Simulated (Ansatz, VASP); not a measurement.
## One calculation of CoO, two programs

The input INCAR:

```
ALGO     = Normal         # electronic algorithm
EDIFF    = 1E-6           # SCF threshold, eV
ENCUT    = 520            # plane-wave cutoff, eV
GGA      = PS             # functional
ISIF     = 2              # what is computed and relaxed
ISMEAR   = 0              # smearing method
ISPIN    = 2              # spin polarisation
LASPH    = True           # aspherical terms in the spheres
LCHARG   = False          # write CHGCAR
LMAXMIX  = 4              # l up to which the mixer works
LORBIT   = 11             # projections on sites
LREAL    = False          # projectors in reciprocal space
LWAVE    = False          # write WAVECAR
MAGMOM   = 2.74 0.38      # initial moments
NBANDS   = 18             # bands
NELM     = 150            # most SCF steps
PREC     = Accurate       # precision mode
SIGMA    = 0.1            # smearing width, eV
```

KPOINTS

```
k-points
0
Gamma
  16 16 16
```

Contents of POSCAR:

```
CoO
1.0
   -1.5080001529      1.5080001529      2.1072499549
    1.5080001529     -1.5080001529      2.1072499549
    1.5080001529      1.5080001529     -2.1072499549
Co O
1 1
Direct
    0.0000000000      0.0000000000      0.0000000000
    0.5000000000      0.5000000000      0.0000000000
```

Input for Ansatz:

```yaml
crystal:
  lattice:
    - [-1.5080001529, 1.5080001529, 2.1072499549]
    - [1.5080001529, -1.5080001529, 2.1072499549]
    - [1.5080001529, 1.5080001529, -2.1072499549]
  atoms:
    - { symbol: Co, position: [0.0, 0.0, 0.0], spin: 2.74 }
    - { symbol: O, position: [0.5, 0.5, 0.0], spin: 0.38 }
basis:
  ecutwfc: 420
kpoints:
  mp_grid: { grid: [16, 16, 16] }
hamiltonian:
  xc: pbesol
scf:
  occupations: { method: gaussian, width: 0.1 }
output:
  forces: true
  stress: true
  eigenvalues: true
  populations: true
magnetization:
  spin_polarized: true
```

Alike in both runs: task single point; functional PBEsol; k mesh 16 × 16 × 16; occupations gaussian, width 0.1 eV; collinear spin.

|  | VASP | Ansatz |
| --- | --- | --- |
| version | VASP 6.6.1 | Ansatz 0.2.0 |
| potentials or method | VASP PAW PBE potentials, release 64 (Co, O) | scalar-relativistic, plane waves, PAW |
| plane-wave cutoff (eV) | 520 | 420 |
| valence electrons in the cell | 15 | 23 |

```tsv
	VASP	Ansatz	Ansatz less VASP
gap on the k mesh at the Fermi level (eV)	none	none	-
pressure (GPa)	-9.7	-9.1	+0.62
largest component of the traceless stress (GPa)	0.15	0.24	+0.089
net moment per atom (μB)	1.47	1.48	+0.013
size of the moment on the site where the two differ most (μB)	2.56	2.49	-0.070
```

Site moments also hang on the region over which each program counts them. A gap of «none» marks a metal or a gap that the smearing closes. The two sets of potentials don't hold the same shells in valence.

Caveats: the PAW data sets were made with another functional, which shifts forces and pressure a little (VASP); a cell with one magnetic atom can't hold antiferromagnetic order, which such compounds often take; semilocal functionals often make such compounds metallic where correlation or magnetic order opens a gap, which also shifts bond lengths.
